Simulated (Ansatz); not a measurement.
Crystal: Os.

```xyz
2
Lattice="2.7341 0.0000 0.0000 -1.3671 2.3678 0.0000 0.0000 0.0000 4.3197" Properties=species:S:1:pos:R:3 pbc="T T T"
Os    1.3671    0.7893    3.2398
Os    0.0000    1.5785    1.0799
```

Base run:

| Quantity | Value |
| --- | --- |
| Program | Ansatz 0.2.0 |
| Functional | PBEsol |
| Potentials or basis | Ansatz PAW |
| Cutoff | 420 eV (not typed: the program's choice for these potentials) |
| k mesh | 11 × 11 × 6 |
| Occupations | fermi-dirac, width 0.05 eV |
| Spin | no spin polarisation |

Its results: band gap on the k mesh none (metal or under the smearing width); pressure -2.7 GPa.

Q: After a change of settings the same cell gave: band gap on the k mesh none (metal or under the smearing width); pressure 25.8 GPa. Which change was it?
A. functional from PBEsol to BLYP
B. functional from PBEsol to PBE; occupations from fermi-dirac, width 0.05 eV to gaussian, width 0.012 eV
C. functional from PBEsol to r2SCAN; cutoff from 420 eV (not typed: the program's choice for these potentials) to 500 eV (not typed: the program's choice for these potentials)

A: A.

BLYP binds less tightly than PBEsol, so the same cell stands under more pressure.

Caveats: spin-orbit coupling is left out, which moves the levels of the heavy elements; the PAW data sets come from PBE, with cores solved anew for the run's functional, which leaves a small shift of forces and pressure; so large a pressure means that the cell lies far from this level's equilibrium, or that cutoff or potentials fall short (some runs).
